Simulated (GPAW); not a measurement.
The system is ZrO2.

```
CELL_PARAMETERS angstrom
0.00000 2.54507 2.54507
2.54507 0.00000 2.54507
2.54507 2.54507 0.00000
ATOMIC_POSITIONS crystal
Zr 0.00000 0.00000 0.00000
O 0.75000 0.75000 0.75000
O 0.25000 0.25000 0.25000
```

Measurements of this composition are mostly on another form, of space group No. 14.

Base run:

```yaml
Program: GPAW 26.7.0
Functional: TPSS
Potentials_or_basis: GPAW PAW data sets (gpaw-data 1.2.1)
Cutoff: 800 eV
Basis: pw
k_mesh: 9 × 9 × 9
Occupations: fermi-dirac, width 0.05 eV
Spin: no spin polarisation
```

Its results: band gap on the k mesh 3.51 eV, indirect (least direct gap 4.01 eV); pressure -0.7 GPa.

The run is repeated on the same cell with these changes: functional from TPSS to PBE. What comes out?

Band gap on the k mesh 3.41 eV, indirect (least direct gap 3.89 eV); pressure 1.7 GPa.

TPSS gives the wider gap, since meta-GGAs in the generalised Kohn-Sham scheme recover part of the derivative discontinuity.

Caveats: the PAW data sets were made with another functional, which shifts forces and pressure a little (some runs).

A k mesh can miss the band edges.
